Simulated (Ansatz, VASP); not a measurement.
**Two plane-wave programs on Pb**

Contents of INCAR:

```
SYSTEM = Pb
ALGO = Fast
EDIFF = 1E-7
ENCUT = 520
ISIF = 2
ISMEAR = 0
LASPH = .TRUE.
LCHARG = .FALSE.
LREAL = .FALSE.
LWAVE = .FALSE.
NBANDS = 13
NELM = 100
PREC = Accurate
SIGMA = 0.15
```

KPOINTS

```
k-points
0
G
  18 18 18
  0 0 0
```

The input POSCAR:

```
Pb
1.0
    0.0000000000      2.5036370814      2.4034915982
    2.5036370814      0.0000000000      2.4034915982
    2.5036370814      2.5036370814      0.0000000000
Pb
1
Direct
    0.0000000000      0.0000000000      0.0000000000
```

Input for Ansatz:

```yaml
crystal:
  lattice:
    - [0.0, 2.5036370814, 2.4034915982]
    - [2.5036370814, 0.0, 2.4034915982]
    - [2.5036370814, 2.5036370814, 0.0]
  atoms:
    - { symbol: Pb, position: [0.0, 0.0, 0.0] }
basis:
  ecutwfc: 420
kpoints:
  mp_grid: { grid: [18, 18, 18] }
hamiltonian:
  xc: lda
scf:
  occupations: { method: gaussian, width: 0.15 }
output:
  forces: true
  stress: true
  eigenvalues: true
```

Alike in both runs: task single point; functional LDA; k mesh 18 × 18 × 18; occupations gaussian, width 0.15 eV; no spin polarisation.

|  | VASP | Ansatz |
| --- | --- | --- |
| version | VASP 6.6.1 | Ansatz 0.2.0 |
| potentials or method | VASP PAW LDA potentials, release 64 (Pb_d) | scalar-relativistic, plane waves, PAW |
| plane-wave cutoff (eV) | 520 | 420 |
| valence electrons in the cell | 14 | 14 |

VASP gave:

```
gap on the k mesh at the Fermi level (eV)       : none
pressure (GPa)                                  : -1.7
largest component of the traceless stress (GPa) : 0.15
```

Problem. What did Ansatz give for the same quantities?

Solution. gap on the k mesh at the Fermi level (eV): none; pressure (GPa): -1.7; largest component of the traceless stress (GPa): 0.14.

A gap of «none» marks a metal or a gap that the smearing closes.

Spin-orbit coupling is left out, which matters for the levels of Pb.
